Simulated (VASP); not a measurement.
# SnSe (Fm-3m) in VASP: a series of runs

The runs below take SnSe through band structure, G0W0 quasiparticle levels, with TB-mBJ, PBEsol+D3, LDA.

Everything below comes from runs of VASP 6.6.1. Logs are shortened: lines on timing, memory, paths and dates and some standing lists are left out, and cuts for length are marked.

## Step 1: The crystal as given

The structure is cubic, space group Fm-3m (No. 225). The conventional cell has a = 6.020 Å, b = 6.020 Å, c = 6.020 Å, α = 90.00°, β = 90.00°, γ = 90.00°. Sn (site symmetry m-3m) is surrounded by 6 Se at 3.01 Å. Se (site symmetry m-3m) is surrounded by 6 Sn at 3.01 Å.

Measurements of this composition are mostly on another form, of space group No. 62.

## Step 2: Band structure, TB-mBJ

The input, POSCAR:

```
SnSe
1.0
    0.0000000000      3.0100000000      3.0100000000
    3.0100000000      0.0000000000      3.0100000000
    3.0100000000      3.0100000000      0.0000000000
Sn Se
1 1
Direct
    0.0000000000      0.0000000000      0.0000000000
    0.5000000000      0.5000000000      0.5000000000
```

The input, INCAR.step1:

```
SYSTEM = SnSe
PREC     = Accurate       ! precision mode
ENCUT    = 520            ! plane-wave cutoff, eV
EDIFF    = 1E-5           ! SCF threshold, eV
ISMEAR   = 0              ! smearing method
SIGMA    = 0.02           ! smearing width, eV
LREAL    = .FALSE.        ! projectors in reciprocal space
LASPH    = .TRUE.         ! aspherical terms in the spheres
NELM     = 100            ! most SCF steps
ALGO     = Normal         ! electronic algorithm
ISIF     = 2              ! what is computed and relaxed
LWAVE    = .TRUE.         ! write WAVECAR
LCHARG   = .FALSE.        ! write CHGCAR
NBANDS   = 17             ! bands
GGA      = PE             ! functional
```

The input, INCAR.step2:

```
SYSTEM = SnSe
PREC     = Accurate       ! precision mode
ENCUT    = 520            ! plane-wave cutoff, eV
EDIFF    = 1E-6           ! SCF threshold, eV
ISMEAR   = 0              ! smearing method
SIGMA    = 0.02           ! smearing width, eV
LREAL    = .FALSE.        ! projectors in reciprocal space
LASPH    = .TRUE.         ! aspherical terms in the spheres
NELM     = 100            ! most SCF steps
ALGO     = Normal         ! electronic algorithm
ISIF     = 2              ! what is computed and relaxed
LWAVE    = .FALSE.        ! write WAVECAR
LCHARG   = .FALSE.        ! write CHGCAR
METAGGA  = MBJ            ! meta-GGA
NBANDS   = 17             ! bands
ISTART   = 1
```

The input, KPOINTS:

```
regular mesh
0
G
  8 8 8
  0 0 0
```

The input, KPOINTS_OPT:

```
path GXWKGLUWLK,UX
10
line-mode
reciprocal
 0.0000000000  0.0000000000  0.0000000000  G
 0.5000000000  0.0000000000  0.5000000000  X

 0.5000000000  0.0000000000  0.5000000000  X
 0.5000000000  0.2500000000  0.7500000000  W

 0.5000000000  0.2500000000  0.7500000000  W
 0.3750000000  0.3750000000  0.7500000000  K

 0.3750000000  0.3750000000  0.7500000000  K
 0.0000000000  0.0000000000  0.0000000000  G

 0.0000000000  0.0000000000  0.0000000000  G
 0.5000000000  0.5000000000  0.5000000000  L

 0.5000000000  0.5000000000  0.5000000000  L
 0.6250000000  0.2500000000  0.6250000000  U

 0.6250000000  0.2500000000  0.6250000000  U
 0.5000000000  0.2500000000  0.7500000000  W

 0.5000000000  0.2500000000  0.7500000000  W
 0.5000000000  0.5000000000  0.5000000000  L

 0.5000000000  0.5000000000  0.5000000000  L
 0.3750000000  0.3750000000  0.7500000000  K

 0.6250000000  0.2500000000  0.6250000000  U
 0.5000000000  0.0000000000  0.5000000000  X
```

Potentials or basis: VASP PAW PBE potentials, release 64 (Sn_d, Se).

Launch:

```sh
$ cat potpaw_PBE.64/Sn_d/POTCAR potpaw_PBE.64/Se/POTCAR > POTCAR
$ cp INCAR.step1 INCAR
$ mpirun -np 1 vasp_std > vasp.out
$ cp INCAR.step2 INCAR
$ mpirun -np 1 vasp_std > vasp.out
```

OUTCAR:

```text
SYSTEM = SnSe
   PREC = Accurate
   ENCUT = 520
   EDIFF = 1E-6
   ISMEAR = 0
   LREAL = .FALSE.
   LASPH = .TRUE.
   NELM = 100
   ISIF = 2
   METAGGA = MBJ
   ISTART = 1

 ion  position               nearest neighbor table
   1  0.000  0.000  0.000-   2 3.01   2 3.01   2 3.01   2 3.01   2 3.01   2 3.01
   2  0.500  0.500  0.500-   1 3.01   1 3.01   1 3.01   1 3.01   1 3.01   1 3.01

  LATTYP: Found a face centered cubic cell.
 ALAT       =     6.0200000000

  Lattice vectors:

 A1 = (   0.0000000000,   3.0100000000,   3.0100000000)
 A2 = (   3.0100000000,   0.0000000000,   3.0100000000)
 A3 = (   3.0100000000,   3.0100000000,   0.0000000000)

Analysis of symmetry for initial positions (statically):
=====================================================================
 Subroutine PRICEL returns:
 Original cell was already a primitive cell.

 Routine SETGRP: Setting up the symmetry group for a
 face centered cubic supercell.

 Subroutine GETGRP returns: Found 48 space group operations
 (whereof 48 operations were pure point group operations)
 out of a pool of 48 trial point group operations.

The static configuration has the point symmetry O_h .

Analysis of symmetry for dynamics (positions and initial velocities):
=====================================================================
 Subroutine PRICEL returns:
 Original cell was already a primitive cell.

 Routine SETGRP: Setting up the symmetry group for a
 face centered cubic supercell.

 Subroutine GETGRP returns: Found 48 space group operations
 (whereof 48 operations were pure point group operations)
 out of a pool of 48 trial point group operations.

The dynamic configuration has the point symmetry O_h .

 Subroutine INISYM returns: Found 48 space group operations
 (whereof 48 operations are pure point group operations),
 and found     1 'primitive' translations

----------------------------------------------------------------------------------------

                                     Primitive cell

  volume of cell :      54.5418

  direct lattice vectors                    reciprocal lattice vectors
     0.000000000  3.010000000  3.010000000    -0.166112957  0.166112957  0.166112957
     3.010000000  0.000000000  3.010000000     0.166112957 -0.166112957  0.166112957
     3.010000000  3.010000000  0.000000000     0.166112957  0.166112957 -0.166112957

  length of vectors
[... 81 lines left out ...]
   NELM   =    100;   NELMIN=  2; NELMDL=  0     # of ELM steps
   EDIFF  = 0.1E-05   stopping-criterion for ELM
   LREAL  =      F    real-space projection
   EDIFFG = 0.1E-04   stopping-criterion for IOM
   NSW    =      0    number of steps for IOM
   IBRION =     -1    ionic relax: 0-MD 1-quasi-New 2-CG
   NFREE  =      0    steps in history (QN), initial steepest desc. (CG)
   ISIF   =      2    stress and relaxation
   ISYM   =      2    0-nonsym 1-usesym 2-fastsym
   POTIM  = 0.5000    time-step for ionic-motion
   TEBEG  =    0.0;   TEEND  =   0.0 temperature during run
   PSTRESS=    0.0 pullay stress
   NELECT =      20.0000    total number of electrons
   NUPDOWN=      -1.0000    fix difference up-down
   EMIN   =  10.00;   EMAX   =-10.00  energy-range for DOS
   EFERMI =   0.00;   METHOD = LEGACY
   ISMEAR =     0;   SIGMA  =   0.02  broadening in eV -4-tet -1-fermi 0-gaus
   EFERMI_NEDOS =   21; number of points for ismear=-14 and -15
   IALGO  =     38    algorithm
   IMIX   =      4    mixing-type and parameters
     AMIX     =   0.40;   BMIX     =  1.00
     AMIX_MAG =   1.60;   BMIX_MAG =  1.00
  volume/ion in A,a.u.               =      27.27       184.03
  Fermi-wavevector in a.u.,A,eV,Ry     =   1.171768  2.214321 18.681350  1.373040
  Thomas-Fermi vector in A             =   2.308207
   LORBIT       =      0    0 simple, 1 ext, 2 COOP (PROOUT), +10 PAW based schemes
   METAGGA = MBJ    functional components
   LHFCALC =     F    Hartree Fock is set to
   AEXX    =    0.0000 exact exchange contribution
   IVDW    =     0    specifies the selected vdW correction
   LEPSILON=     F    determine dielectric tensor
   LRPA    =     F    only Hartree local field effects (RPA)
 non-spin polarized calculation
 Gauss-broadening in eV      SIGMA  =   0.02
  energy-cutoff  :      520.00
  volume of cell :       54.54
 maximum number of plane-waves:      1480
   NGX = 15   NGY = 15   NGZ = 15

 number of electron      20.0000005 magnetization

 Free energy of the ion-electron system (eV)
  ---------------------------------------------------
  ext. energy  EPLUGINS =         0.00000000
  ---------------------------------------------------
  free energy    TOTEN  =       418.36165663 eV

  energy without entropy =      418.36165663  energy(sigma->0) =      418.36165663

 E-fermi :   6.2227     XC(G=0):  -9.5479

 val. band max:        6.1117250217   @ k =   0.5000   0.0000   0.0000
 cond. band min:       6.3145846113   @ k =   0.5000   0.0000   0.0000
 fundamental gap:      0.2028595896
 Fermi energy:         6.2226897100

 k-point     1 :       0.0000    0.0000    0.0000
  band No.  band energies     occupation
      1     -16.6615      2.00000
      2     -16.6615      2.00000
      3     -16.6310      2.00000
      4     -16.6310      2.00000
      5     -16.6308      2.00000
      6      -8.2130      2.00000
[... 457 lines left out ...]
      4     -16.6242      2.00000
      5     -16.6198      2.00000
      6      -7.1795      2.00000
[... 9 lines left out ...]
     16      16.4658      0.00000
     17      16.7504      0.00000

 [... further k-points ...]

------------------------ aborting loop because EDIFF is reached ----------------------------------------

  FORCE on cell =-STRESS in cart. coord.  units (eV):
  Direction    XX          YY          ZZ          XY          YZ          ZX
  --------------------------------------------------------------------------------------
  -------------------------------------------------------------------------------------
  Total      -79.6402883    -79.6402883    -79.6402883      0.0000000      0.0000000      0.0000000
  in kB    -2339.4508394  -2339.4508394  -2339.4508394      0.0000000      0.0000000      0.0000000
  external PRESSURE =   -2339.4508394 kB  Pullay stress =       0.0000000 kB

 VOLUME and BASIS-vectors are now :
 -----------------------------------------------------------------------------
  energy-cutoff  :      520.00
  volume of cell :       54.54
      direct lattice vectors                 reciprocal lattice vectors
     0.000000000  3.010000000  3.010000000    -0.166112957  0.166112957  0.166112957
     3.010000000  0.000000000  3.010000000     0.166112957 -0.166112957  0.166112957
     3.010000000  3.010000000  0.000000000     0.166112957  0.166112957 -0.166112957

 POSITION                                       TOTAL-FORCE (eV/Angst)
 -----------------------------------------------------------------------------------
      0.00000      0.00000      0.00000        -0.000000     -0.000000      0.000000
      3.01000      3.01000      3.01000         0.000000      0.000000     -0.000000
 -----------------------------------------------------------------------------------
    total drift:                                0.000000     -0.000000     -0.000000

  FREE ENERGIE OF THE ION-ELECTRON SYSTEM (eV)
  ---------------------------------------------------
  free  energy   TOTEN  =       418.3616566295 eV

  energy  without entropy=      418.3616566295  energy(sigma->0) =      418.36165663
```

OUTCAR.step1:

```text
SYSTEM = SnSe
   PREC = Accurate
   ENCUT = 520
   EDIFF = 1E-5
   ISMEAR = 0
   LREAL = .FALSE.
   LASPH = .TRUE.
[... 702 lines left out ...]
      0.00000      0.00000      0.00000         0.000000      0.000000     -0.000000
      3.01000      3.01000      3.01000        -0.000000     -0.000000      0.000000
 -----------------------------------------------------------------------------------
    total drift:                                0.000000     -0.000000     -0.000000

  FREE ENERGIE OF THE ION-ELECTRON SYSTEM (eV)
  ---------------------------------------------------
  free  energy   TOTEN  =        -8.2189454708 eV

  energy  without entropy=       -8.2189454708  energy(sigma->0) =       -8.21894547
```

OSZICAR.step1:

```text
N       E                     dE             d eps       ncg     rms          rms(c)
DAV:   1     0.130779601218E+03    0.13078E+03   -0.99267E+03  1003   0.144E+03
DAV:   2     0.402570290991E+01   -0.12675E+03   -0.12288E+03  1042   0.340E+02
DAV:   3    -0.810768781612E+01   -0.12133E+02   -0.12052E+02  1228   0.923E+01
DAV:   4    -0.839403645472E+01   -0.28635E+00   -0.28613E+00  1156   0.151E+01
DAV:   5    -0.840225432346E+01   -0.82179E-02   -0.82176E-02  1420   0.254E+00    0.307E+00
DAV:   6    -0.821790564417E+01    0.18435E+00   -0.45394E-01  1406   0.387E+00    0.183E+00
DAV:   7    -0.821688982633E+01    0.10158E-02   -0.84183E-02  1136   0.128E+00    0.909E-01
DAV:   8    -0.821907770719E+01   -0.21879E-02   -0.90330E-03  1191   0.831E-01    0.116E-01
DAV:   9    -0.821886981064E+01    0.20790E-03   -0.15188E-03  1410   0.312E-01    0.520E-02
DAV:  10    -0.821893969577E+01   -0.69885E-04   -0.18149E-04  1143   0.755E-02    0.119E-02
DAV:  11    -0.821894547085E+01   -0.57751E-05   -0.17617E-05  1163   0.363E-02
   1 F= -.82189455E+01 E0= -.82189455E+01  d E =-.100246E-23
```

It took 2.9 min on 1 thread of AMD EPYC 7R13 (Zen 3), shared host; peak memory 0.17 GiB.

Results:

```
Band gap on the k mesh  : 0.20 eV, direct
Band gap along the path : 0.12 eV, indirect (least direct gap 0.20 eV)
```

Levels at the corners of the path, in eV from the valence-band top:
```
point  band 6  band 7  band 8  band 9  band 10  band 11  band 12  band 13  band 14  band 15
    Γ  -14.33   -5.16   -2.83   -2.83    -2.83     4.17     4.17     4.18     5.57     5.57
    X  -13.17   -6.19   -5.87   -4.17    -4.17     2.96     5.17     5.17     5.82     9.68
    X  -13.17   -6.19   -5.87   -4.17    -4.17     2.96     5.17     5.17     5.82     9.68
    W  -13.14   -7.17   -5.15   -5.14    -1.37     1.33     4.57     4.57     7.07     7.07
    W  -13.14   -7.17   -5.15   -5.14    -1.37     1.33     4.57     4.57     7.07     7.07
    K  -13.17   -7.27   -5.48   -3.71    -2.85     3.03     3.31     5.14     5.18     9.52
    K  -13.17   -7.27   -5.48   -3.71    -2.85     3.03     3.31     5.14     5.18     9.52
    Γ  -14.33   -5.16   -2.83   -2.83    -2.83     4.17     4.17     4.18     5.57     5.57
    Γ  -14.33   -5.16   -2.83   -2.83    -2.83     4.17     4.17     4.18     5.57     5.57
    L  -13.44   -8.34   -2.60   -2.60     0.00     0.20     1.01     1.01     8.40     9.58
    L  -13.44   -8.34   -2.60   -2.60     0.00     0.20     1.01     1.01     8.40     9.58
    U  -13.17   -7.27   -5.48   -3.71    -2.85     3.03     3.31     5.14     5.18     9.52
    U  -13.17   -7.27   -5.48   -3.71    -2.85     3.03     3.31     5.14     5.18     9.52
    W  -13.14   -7.17   -5.15   -5.14    -1.37     1.33     4.57     4.57     7.07     7.07
    W  -13.14   -7.17   -5.15   -5.14    -1.37     1.33     4.57     4.57     7.07     7.07
    L  -13.44   -8.34   -2.60   -2.60     0.00     0.20     1.01     1.01     8.40     9.58
    L  -13.44   -8.34   -2.60   -2.60     0.00     0.20     1.01     1.01     8.40     9.58
    K  -13.17   -7.27   -5.48   -3.71    -2.85     3.03     3.31     5.14     5.18     9.52
    U  -13.17   -7.27   -5.48   -3.71    -2.85     3.03     3.31     5.14     5.18     9.52
    X  -13.17   -6.19   -5.87   -4.17    -4.17     2.96     5.17     5.17     5.82     9.68
```

Caveat: the PAW data sets were made with another functional, which shifts forces and pressure a little; spin-orbit coupling is left out, which moves the levels of the heavy elements; the mesh misses the band edges, which the band path finds closer together.

## Step 3: Band structure, PBEsol+D3, spin-orbit coupling, no magnetisation

The input, INCAR:

```
SYSTEM = SnSe
ALGO = Normal ; EDIFF = 1E-6
ENCUT = 520 ; GGA = PS
GGA_COMPAT = .FALSE. ; ISIF = 2
ISMEAR = -1 ; IVDW = 11
LASPH = .TRUE. ; LCHARG = .FALSE.
LORBIT = 11 ; LREAL = .FALSE.
LSORBIT = .TRUE. ; LWAVE = .FALSE.
MAGMOM = 0 0 0 0 0 0 ; NELM = 60
PREC = Accurate ; SIGMA = 0.02
```

The input, KPOINTS:

```
k-points
0
G
  6 6 6
  0 0 0
```

POSCAR is that of step 2.

KPOINTS_OPT, as its differences from that of step 2:

```diff
@@ -1,3 +1,3 @@
 path GXWKGLUWLK,UX
-10
+15
 line-mode
```

Potentials or basis: VASP PAW PBE potentials, release 64 (Sn_d, Se).

Launch:

```sh
$ cat potpaw_PBE.64/Sn_d/POTCAR potpaw_PBE.64/Se/POTCAR > POTCAR
$ mpirun -np 1 vasp_ncl > vasp.out
```

Run time: 2.3 min. Hardware: 1 thread of Intel Xeon 6975P-C (Granite Rapids), shared host; peak memory 0.32 GiB.

It converged, with:

- Free energy: -9.4004 eV
- Pressure: -3.2 GPa
- Valence electrons inside the program's atomic spheres: Sn 12.04; Se 3.78
- Dispersion energy per atom: -0.171 eV

Caveat: the PAW data sets were made with another functional, which shifts forces and pressure a little.

(Part 1 of 2 ends here.)
